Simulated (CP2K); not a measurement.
# CuO (Tenorite) (Cc) in CP2K: a series of runs

Runs on CuO (Tenorite). Level: PBEsol. Tasks: band structure.

All numbers are computed with CP2K 2026.2; they aren't measurements. Logs are shortened: lines on timing, memory, paths and dates and some standing lists are left out, and cuts for length are marked.

**1. The undisturbed crystal**

Symmetry: Cc, No. 9, monoclinic system. Conventional cell: a = 4.689 Å, b = 3.427 Å, c = 5.132 Å, α = 90.00°, β = 99.65°, γ = 90.00°. Cu (site symmetry 1) is surrounded by 4 O at 1.91 to 2.02 Å. Around O (site symmetry 1) lie 4 Cu at 1.91 to 2.02 Å.

**2. Band structure, PBEsol (strain_c = 0)**

cuo_bands.inp reads:

```
&GLOBAL
  PROJECT cuo_bands
  RUN_TYPE ENERGY_FORCE
  PRINT_LEVEL LOW
&END GLOBAL
&FORCE_EVAL
  METHOD QS
  STRESS_TENSOR ANALYTICAL
  &DFT
    BASIS_SET_FILE_NAME BASIS_MOLOPT_UZH
    POTENTIAL_FILE_NAME POTENTIAL_UZH
    &MGRID
      CUTOFF 600
      REL_CUTOFF 60
      NGRIDS 5
    &END MGRID
    &QS
      METHOD GPW
      EPS_DEFAULT 1.0E-9
    &END QS
    &KPOINTS
      SCHEME MONKHORST-PACK 10 10 5
      GAMMA_CENTERED T
      SYMMETRY T
      SYMMETRY_BACKEND SPGLIB
    &END KPOINTS
    &SCF
      SCF_GUESS ATOMIC
      EPS_SCF 1.0E-6
      MAX_SCF 100
      ADDED_MOS 20
      CHOLESKY OFF
      EPS_EIGVAL 1.0E-7
      &DIAGONALIZATION ON
        ALGORITHM STANDARD
      &END DIAGONALIZATION
      &MIXING ON
        METHOD BROYDEN_MIXING
        ALPHA 0.4
        BETA 1.5
        NBUFFER 8
      &END MIXING
      &SMEAR ON
        METHOD FERMI_DIRAC
        ELECTRONIC_TEMPERATURE 580.23
      &END SMEAR
    &END SCF
    &XC
      &XC_FUNCTIONAL
        &GGA_X_PBE_SOL
        &END GGA_X_PBE_SOL
        &GGA_C_PBE_SOL
        &END GGA_C_PBE_SOL
      &END XC_FUNCTIONAL
    &END XC
    &PRINT
      &KPOINTS ON
      &END KPOINTS
      &MULLIKEN ON
      &END MULLIKEN
      &MO ON
        ENERGIES T
        OCCUPATION_NUMBERS T
        &EACH
          QS_SCF 0
        &END EACH
        ADD_LAST NUMERIC
      &END MO
      &BAND_STRUCTURE
        FILE_NAME bands.bs
        ADDED_MOS 4
        &KPOINT_SET
          UNITS B_VECTOR
          NPOINTS 8
          SPECIAL_POINT GAMMA 0.00000000 0.00000000 0.00000000
          SPECIAL_POINT Y -0.50000000 -0.50000000 0.00000000
          SPECIAL_POINT F -0.52494629 -0.52494629 0.32564155
          SPECIAL_POINT L -0.50000000 -0.50000000 0.50000000
          SPECIAL_POINT I -0.63367809 -0.36632191 0.50000000
        &END KPOINT_SET
        &KPOINT_SET
          UNITS B_VECTOR
          NPOINTS 8
          SPECIAL_POINT I1 -0.36632191 0.36632191 0.50000000
          SPECIAL_POINT Z 0.00000000 0.00000000 0.50000000
          SPECIAL_POINT F1 -0.47505371 -0.47505371 0.67435845
        &END KPOINT_SET
        &KPOINT_SET
          UNITS B_VECTOR
          NPOINTS 8
          SPECIAL_POINT Y -0.50000000 -0.50000000 0.00000000
          SPECIAL_POINT X1 -0.61263141 -0.38736859 0.00000000
        &END KPOINT_SET
        &KPOINT_SET
          UNITS B_VECTOR
          NPOINTS 8
          SPECIAL_POINT X -0.38736859 0.38736859 0.00000000
          SPECIAL_POINT GAMMA 0.00000000 0.00000000 0.00000000
          SPECIAL_POINT N -0.50000000 0.00000000 0.00000000
        &END KPOINT_SET
        &KPOINT_SET
          UNITS B_VECTOR
          NPOINTS 8
          SPECIAL_POINT M -0.50000000 0.00000000 0.50000000
          SPECIAL_POINT GAMMA 0.00000000 0.00000000 0.00000000
        &END KPOINT_SET
      &END BAND_STRUCTURE
    &END PRINT
  &END DFT
  &SUBSYS
    &CELL
      A 2.9039840190 0.0000000000 0.0000000000
      B 0.8821136913 2.7667668167 0.0000000000
      C -0.6948036751 -0.5077417171 5.0594363927
      PERIODIC XYZ
    &END CELL
    &COORD
      SCALED
      Cu  0.4968000000 0.0032000000 0.5000000000
      Cu  0.0032000000 0.4968000000 0.0000000000
      O   0.4056000000 0.5714000000 0.7537000000
      O   0.5714000000 0.4056000000 0.2537000000
    &END COORD
    &KIND Cu
      BASIS_SET TZVP-MOLOPT-PBE-GTH-q11
      POTENTIAL GTH-PBE-q11
    &END KIND
    &KIND O
      BASIS_SET TZVP-MOLOPT-PBE-GTH-q6
      POTENTIAL GTH-PBE-q6
    &END KIND
    &PRINT
      &ATOMIC_COORDINATES ON
      &END ATOMIC_COORDINATES
      &CELL ON
      &END CELL
      &SYMMETRY ON
      &END SYMMETRY
    &END PRINT
  &END SUBSYS
  &PRINT
    &FORCES ON
    &END FORCES
    &STRESS_TENSOR ON
    &END STRESS_TENSOR
  &END PRINT
&END FORCE_EVAL
```

Potentials or basis: POTENTIAL_UZH Cu GTH-PBE-q11, O GTH-PBE-q6; TZVP-MOLOPT-PBE-GTH basis.

Launch:

```sh
> OMP_NUM_THREADS=1 mpirun -n 4 cp2k.psmp -i cuo_bands.inp -o cuo_bands.out
```

cuo_bands.out:

```text

 CP2K| version string:                                       CP2K version 2026.2
 CP2K| Input file name                                             cuo_bands.inp

 GLOBAL| Force Environment number                                              1
 GLOBAL| Basis set file name                                    BASIS_MOLOPT_UZH
 GLOBAL| Potential file name                                       POTENTIAL_UZH
 GLOBAL| MM Potential file name                                     MM_POTENTIAL
 GLOBAL| Coordinate file name                                      __STD_INPUT__
 GLOBAL| Method name                                                        CP2K
 GLOBAL| Project name                                                  cuo_bands
 GLOBAL| Run type                                                   ENERGY_FORCE
 GLOBAL| FFT library                                                       FFTW3
 GLOBAL| Diagonalization library                                       ScaLAPACK
 GLOBAL| Cholesky decomposition library                                ScaLAPACK
 GLOBAL| DGEMM library                                                      BLAS
 GLOBAL| Direct generalized diagonalization requested                          F
 GLOBAL| Matrix multiplication library                                 ScaLAPACK
 GLOBAL| Global print level                                                  LOW
 GLOBAL| Total number of message passing processes                             4
 GLOBAL| Number of threads for this process                                    1
 GLOBAL| CPU model name                                                  UNKNOWN

 CELL| Volume [angstrom^3]:                                            40.650784
 CELL| Vector a [angstrom]:       2.904     0.000     0.000   |a| =     2.903984
 CELL| Vector b [angstrom]:       0.882     2.767     0.000   |b| =     2.903984
 CELL| Vector c [angstrom]:      -0.695    -0.508     5.059   |c| =     5.132100
 CELL| Angle (b,c), alpha [degree]:                                    97.780819
 CELL| Angle (a,c), beta  [degree]:                                    97.780819
 CELL| Angle (a,b), gamma [degree]:                                    72.316432
 CELL| Numerically orthorhombic:                                              NO
 CELL| Periodicity                                                           XYZ

 CELL_REF| Volume [angstrom^3]:                                        40.650784
 CELL_REF| Vector a [angstrom     2.904     0.000     0.000   |a| =     2.903984
 CELL_REF| Vector b [angstrom     0.882     2.767     0.000   |b| =     2.903984
 CELL_REF| Vector c [angstrom    -0.695    -0.508     5.059   |c| =     5.132100
 CELL_REF| Angle (b,c), alpha [degree]:                                97.780819
 CELL_REF| Angle (a,c), beta  [degree]:                                97.780819
 CELL_REF| Angle (a,b), gamma [degree]:                                72.316432
 CELL_REF| Numerically orthorhombic:                                          NO
 CELL_REF| Periodicity                                                       XYZ
[... 10 lines left out ...]

  Total number of            - Atomic kinds:                                   2
                             - Atoms:                                          4
                             - Shell sets:                                     4
[... 156 lines left out ...]
 MO|      5              -0.003890              -0.105860               2.000000
 MO|      6               0.003324               0.090458               2.000000
[... 588 lines left out ...]
 MO|     36               1.359153              36.984447               0.000000
 MO|     37               1.409368              38.350864               0.000000
 MO| Sum:                                                              34.000000
 MO| E(Fermi):            0.211479 a.u.          5.754650 eV

 [... the levels of further k-points ...]

 !-----------------------------------------------------------------------------!
                     Mulliken Population Analysis

 #  Atom  Element  Kind  Atomic population                           Net charge
       1     Cu       1         10.206321                              0.793679
       2     Cu       1         10.206270                              0.793730
       3     O        2          6.793703                             -0.793703
       4     O        2          6.793707                             -0.793707
 # Total charge                             34.000000                  0.000000

 !-----------------------------------------------------------------------------!

 KPOINTS| Band Structure Calculation
 KPOINTS| Number of k-point sets                                               5
 KPOINTS| Number of added MOs/bands                                            4
 KPOINTS| Number of k-points in set    1                                      33
 KPOINTS| In units of b-vector [2pi/Bohr]
 KPOINTS| Special point     1       GAMMA     0.000000     0.000000     0.000000
 KPOINTS| Special point     2           Y    -0.500000    -0.500000     0.000000
 KPOINTS| Special point     3           F    -0.524946    -0.524946     0.325642
 KPOINTS| Special point     4           L    -0.500000    -0.500000     0.500000
 KPOINTS| Special point     5           I    -0.633678    -0.366322     0.500000
 KPOINTS| Number of k-points in set    2                                      17
 KPOINTS| In units of b-vector [2pi/Bohr]
 KPOINTS| Special point     1          I1    -0.366322     0.366322     0.500000
 KPOINTS| Special point     2           Z     0.000000     0.000000     0.500000
 KPOINTS| Special point     3          F1    -0.475054    -0.475054     0.674358
 KPOINTS| Number of k-points in set    3                                       9
 KPOINTS| In units of b-vector [2pi/Bohr]
 KPOINTS| Special point     1           Y    -0.500000    -0.500000     0.000000
 KPOINTS| Special point     2          X1    -0.612631    -0.387369     0.000000
 KPOINTS| Number of k-points in set    4                                      17
 KPOINTS| In units of b-vector [2pi/Bohr]
 KPOINTS| Special point     1           X    -0.387369     0.387369     0.000000
 KPOINTS| Special point     2       GAMMA     0.000000     0.000000     0.000000
 KPOINTS| Special point     3           N    -0.500000     0.000000     0.000000
 KPOINTS| Number of k-points in set    5                                       9
 KPOINTS| In units of b-vector [2pi/Bohr]
 KPOINTS| Special point     1           M    -0.500000     0.000000     0.500000
 KPOINTS| Special point     2       GAMMA     0.000000     0.000000     0.000000

 ENERGY| Total FORCE_EVAL ( QS ) energy [hartree]           -127.256663380454114

 FORCES| Atomic forces [hartree/bohr]
 FORCES|   Atom     x               y               z               |f|
 FORCES|      1 -6.26300499E-03 -1.34663208E-02  5.00681140E-03   1.56727531E-02
 FORCES|      2 -1.46998694E-02 -1.84416792E-03  5.04819099E-03   1.56515605E-02
 FORCES|      3  1.36147217E-02  3.27756858E-03 -4.85726006E-03   1.48221483E-02
 FORCES|      4  7.38506291E-03  1.18231024E-02 -5.22325861E-03   1.48864816E-02
 FORCES| Sum     3.69102667E-05 -2.09817783E-04 -2.55162635E-05
 FORCES| Total atomic force                                       2.14562228E-04

 STRESS| Analytical stress tensor [bar]
 STRESS|                        x                   y                   z
 STRESS|      x        1.35439371825E+04  -8.18054510047E+03  -1.43580809707E+04
 STRESS|      y       -8.18054510047E+03   1.87593360617E+04  -1.04766872232E+04
 STRESS|      z       -1.43580809707E+04  -1.04766872232E+04   2.99914163467E+03
 STRESS| 1/3 Trace                                             1.17674716263E+04
 STRESS| Determinant                                          -7.25373490221E+12

 STRESS| Eigenvectors and eigenvalues of the analytical stress tensor [bar]
 STRESS|                        1                   2                   3
 STRESS| Eigenvalues  -1.26377236396E+04   2.32023323265E+04   2.47378061919E+04
 STRESS|      x           0.533449217812      0.602824240166     -0.593325262806
 STRESS|      y           0.389521562839      0.447575006579      0.804953144953
 STRESS|      z           0.750802826380     -0.660514609190      0.003945497025
```

It took 63 s on 4 MPI ranks of Arm Neoverse V2, shared host.

What came out:

```yaml
Free_energy: -3462.8299 eV
Pressure: 1.2 GPa
Largest_force: 0.806 eV/Å
Band_gap_on_the_k_mesh: none (metal or under the smearing width)
Mulliken_charges: Cu +0.79; O -0.79 e
```

Forces on the atoms (eV/Å):
```
Cu  -0.322 -0.692  0.257
Cu  -0.756 -0.095  0.260
O    0.700  0.169 -0.250
O    0.380  0.608 -0.269
```

Stress tensor (GPa, compression positive):
```
 1.35 -0.82 -1.44
-0.82  1.88 -1.05
-1.44 -1.05  0.30
```

Levels at the corners of the path, in eV from the Fermi level:
| point | band 15 | band 16 | band 17 | band 18 | band 19 | band 20 |
| --- | --- | --- | --- | --- | --- | --- |
| Γ | -2.13 | -1.73 | 0.21 | 0.95 | 1.46 | 5.70 |
| Y | -1.64 | -1.13 | -0.58 | 1.10 | 3.05 | 6.73 |
| F | -1.28 | -1.24 | -0.62 | 0.20 | 3.98 | 5.88 |
| L | -1.21 | -1.21 | -0.41 | -0.41 | 4.96 | 4.96 |
| I | -1.40 | -1.40 | -0.29 | -0.29 | 5.61 | 5.61 |
| I1 | -1.40 | -1.40 | -0.29 | -0.29 | 5.61 | 5.61 |
| Z | -1.50 | -1.50 | 0.25 | 0.25 | 3.69 | 3.69 |
| F1 | -1.28 | -1.24 | -0.62 | 0.20 | 3.98 | 5.88 |
| Y | -1.64 | -1.13 | -0.58 | 1.10 | 3.05 | 6.73 |
| X1 | -1.39 | -1.32 | -1.20 | 0.91 | 4.63 | 6.92 |
| X | -1.39 | -1.32 | -1.20 | 0.91 | 4.63 | 6.92 |
| Γ | -2.13 | -1.73 | 0.21 | 0.95 | 1.46 | 5.70 |
| N | -1.52 | -1.31 | -0.04 | 0.30 | 4.59 | 5.96 |
| M | -1.65 | -1.57 | -0.07 | 0.77 | 4.85 | 6.27 |
| Γ | -2.13 | -1.73 | 0.21 | 0.95 | 1.46 | 5.70 |

Caveat: Mulliken charges move with the basis; the potentials were made for another functional, which shifts forces and pressure; the basis of atomic orbitals isn't converged, which shifts pressures, moduli and gaps; the run has no spin polarisation, though such a crystal can be magnetic; semilocal functionals often make such compounds metallic where correlation or magnetic order opens a gap, which also shifts bond lengths.

**3. Band structure, PBEsol (strain_c = -0.02)**

cuo_bands.inp: that of step 2 with these lines changed.

```diff
@@ -76,5 +76,5 @@
           SPECIAL_POINT Y -0.50000000 -0.50000000 0.00000000
-          SPECIAL_POINT F -0.52494629 -0.52494629 0.32564155
+          SPECIAL_POINT F -0.52597489 -0.52597489 0.32601908
           SPECIAL_POINT L -0.50000000 -0.50000000 0.50000000
-          SPECIAL_POINT I -0.63367809 -0.36632191 0.50000000
+          SPECIAL_POINT I -0.63438665 -0.36561335 0.50000000
         &END KPOINT_SET
@@ -83,5 +83,5 @@
           NPOINTS 8
-          SPECIAL_POINT I1 -0.36632191 0.36632191 0.50000000
+          SPECIAL_POINT I1 -0.36561335 0.36561335 0.50000000
           SPECIAL_POINT Z 0.00000000 0.00000000 0.50000000
-          SPECIAL_POINT F1 -0.47505371 -0.47505371 0.67435845
+          SPECIAL_POINT F1 -0.47402511 -0.47402511 0.67398092
         &END KPOINT_SET
@@ -91,3 +91,3 @@
           SPECIAL_POINT Y -0.50000000 -0.50000000 0.00000000
-          SPECIAL_POINT X1 -0.61263141 -0.38736859 0.00000000
+          SPECIAL_POINT X1 -0.61247216 -0.38752784 0.00000000
         &END KPOINT_SET
@@ -96,3 +96,3 @@
           NPOINTS 8
-          SPECIAL_POINT X -0.38736859 0.38736859 0.00000000
+          SPECIAL_POINT X -0.38752784 0.38752784 0.00000000
           SPECIAL_POINT GAMMA 0.00000000 0.00000000 0.00000000
@@ -113,3 +113,3 @@
       B 0.8821136913 2.7667668167 0.0000000000
-      C -0.6948036751 -0.5077417171 5.0594363927
+      C -0.6948036751 -0.5077417171 4.9582476648
       PERIODIC XYZ
```

Potentials or basis: POTENTIAL_UZH Cu GTH-PBE-q11, O GTH-PBE-q6; TZVP-MOLOPT-PBE-GTH basis.

Launch:

```sh
> OMP_NUM_THREADS=1 mpirun -n 4 cp2k.psmp -i cuo_bands.inp -o cuo_bands.out
```

cuo_bands.out:

```text

 CP2K| version string:                                       CP2K version 2026.2
 CP2K| Input file name                                             cuo_bands.inp

 GLOBAL| Force Environment number                                              1
 GLOBAL| Basis set file name                                    BASIS_MOLOPT_UZH
 GLOBAL| Potential file name                                       POTENTIAL_UZH
 GLOBAL| MM Potential file name                                     MM_POTENTIAL
 GLOBAL| Coordinate file name                                      __STD_INPUT__
 GLOBAL| Method name                                                        CP2K
 GLOBAL| Project name                                                  cuo_bands
 GLOBAL| Run type                                                   ENERGY_FORCE
 GLOBAL| FFT library                                                       FFTW3
 GLOBAL| Diagonalization library                                       ScaLAPACK
 GLOBAL| Cholesky decomposition library                                ScaLAPACK
 GLOBAL| DGEMM library                                                      BLAS
 GLOBAL| Direct generalized diagonalization requested                          F
[... 830 lines left out ...]
 KPOINTS| Special point     1           M    -0.500000     0.000000     0.500000
 KPOINTS| Special point     2       GAMMA     0.000000     0.000000     0.000000

 ENERGY| Total FORCE_EVAL ( QS ) energy [hartree]           -127.255955377077754

 FORCES| Atomic forces [hartree/bohr]
 FORCES|   Atom     x               y               z               |f|
 FORCES|      1 -6.78811477E-03 -1.51334112E-02  5.47394742E-03   1.74660453E-02
 FORCES|      2 -1.64466082E-02 -1.83249131E-03  5.49556054E-03   1.74370333E-02
 FORCES|      3  1.35563874E-02  5.73548862E-03 -5.31909325E-03   1.56513329E-02
 FORCES|      4  9.69447092E-03  1.10395932E-02 -5.67681228E-03   1.57506058E-02
 FORCES| Sum     1.61353624E-05 -1.90820716E-04 -2.63975595E-05
 FORCES| Total atomic force                                       1.93312510E-04

 STRESS| Analytical stress tensor [bar]
 STRESS|                        x                   y                   z
 STRESS|      x        4.99197129768E+04  -4.87996847447E+03  -2.18106542251E+04
 STRESS|      y       -4.87996847447E+03   5.30327959497E+04  -1.59223493219E+04
 STRESS|      z       -2.18106542251E+04  -1.59223493219E+04   7.38611881439E+04
 STRESS| 1/3 Trace                                             5.89378990235E+04
 STRESS| Determinant                                           1.52506786173E+14

 STRESS| Eigenvectors and eigenvalues of the analytical stress tensor [bar]
 STRESS|                        1                   2                   3
 STRESS| Eigenvalues   2.98027320155E+04   5.65984511333E+04   9.04125139215E+04
 STRESS|      x           0.688541124594     -0.589691704787     -0.422107584684
 STRESS|      y           0.502823051532      0.807628427414     -0.308067041534
 STRESS|      z           0.522570663729     -0.000128596577      0.852595968131
```

It took 65 s on 4 MPI ranks of Arm Neoverse V2, shared host.

Results:

```
Free energy            : -3462.8106 eV
Pressure               : 5.9 GPa
Largest force          : 0.898 eV/Å
Band gap on the k mesh : none (metal or under the smearing width)
Mulliken charges       : Cu +0.79; O -0.79 e
```

Forces in eV/Å, atoms in the order of the input:
```
Cu  -0.349 -0.778  0.281
Cu  -0.846 -0.094  0.283
O    0.697  0.295 -0.274
O    0.499  0.568 -0.292
```

Levels at the corners of the path, in eV from the Fermi level:
```csv
point,band 15,band 16,band 17,band 18,band 19,band 20
Γ,-2.20,-1.74,0.23,0.99,1.53,5.63
Y,-1.67,-1.20,-0.62,1.10,2.90,6.83
F,-1.33,-1.31,-0.65,0.17,3.86,5.87
L,-1.28,-1.28,-0.44,-0.44,4.89,4.89
I,-1.47,-1.47,-0.31,-0.31,5.59,5.59
I1,-1.47,-1.47,-0.31,-0.31,5.59,5.59
Z,-1.58,-1.58,0.26,0.26,3.75,3.75
F1,-1.33,-1.31,-0.65,0.17,3.86,5.87
Y,-1.67,-1.20,-0.62,1.10,2.90,6.83
X1,-1.43,-1.37,-1.26,0.91,4.51,7.03
X,-1.43,-1.37,-1.26,0.91,4.51,7.03
Γ,-2.20,-1.74,0.23,0.99,1.53,5.63
N,-1.59,-1.37,-0.04,0.31,4.73,6.00
M,-1.70,-1.63,-0.09,0.80,4.89,6.39
Γ,-2.20,-1.74,0.23,0.99,1.53,5.63
```

Caveat: Mulliken charges move with the basis; the potentials were made for another functional, which shifts forces and pressure; the basis of atomic orbitals isn't converged, which shifts pressures, moduli and gaps; the run has no spin polarisation, though such a crystal can be magnetic; semilocal functionals often make such compounds metallic where correlation or magnetic order opens a gap, which also shifts bond lengths.

[end of part 1 of 2]
